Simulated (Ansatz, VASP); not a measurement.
**One calculation of SnO2 (Cassiterite), two programs**

```xyz
6
Lattice="4.6413 0.0000 0.0000 0.0000 4.6413 0.0000 0.0000 0.0000 3.1215" Properties=species:S:1:pos:R:3 pbc="T T T"
Sn    2.3206    2.3206    1.5607
Sn    0.0000    0.0000    0.0000
O     3.7460    0.8953    1.5607
O     3.2159    3.2159    0.0000
O     0.8953    3.7460    1.5607
O     1.4253    1.4253    0.0000
```

Alike in both runs: task single point; functional RPBE; dispersion D4; k mesh 6 × 6 × 8; occupations fermi-dirac, width 0.05 eV; no spin polarisation.

|  | VASP | Ansatz |
| --- | --- | --- |
| version | VASP 6.6.1 | Ansatz 0.2.0 |
| potentials or method | VASP PAW PBE potentials, release 64 (Sn_d, O) | Ansatz PAW |
| plane-wave cutoff (eV) | 520 | 420 |
| valence electrons in the cell | 52 | 52 |

VASP gave:

```
gap on the k mesh at the Fermi level (eV)       : 2.11
least direct gap on the mesh (eV)               : 2.11
pressure (GPa)                                  : 23.8
largest component of the traceless stress (GPa) : 6.15
rms of the force components (eV/Å)              : 0.297
dispersion energy (meV/atom)                    : -594.5
```

Problem. Which values does Ansatz return?

Solution. gap on the k mesh at the Fermi level (eV): 2.12; least direct gap on the mesh (eV): 2.12; pressure (GPa): 23.1; largest component of the traceless stress (GPa): 5.90; rms of the force components (eV/Å): 0.286; dispersion energy (meV/atom): -594.6.

Atom by atom the forces differ by 0.011 eV/Å (rms over components). With one functional, cell and mesh, what is left measures potentials, basis and numerics.

Caveats: spin-orbit coupling is left out, which moves the levels of the heavy elements; so large a pressure means that the cell lies far from this level's equilibrium, or that cutoff or potentials fall short (VASP); the potentials were made for another functional, which shifts forces and pressure (VASP); the pressure holds a Pulay correction of +0.8 GPa for the finite cutoff (Ansatz); the PAW data sets come from PBE, with cores solved anew for the run's functional, which leaves a small shift of forces and pressure (Ansatz). Expect the measured gap to be larger: semilocal functionals such as RPBE lack the derivative discontinuity.
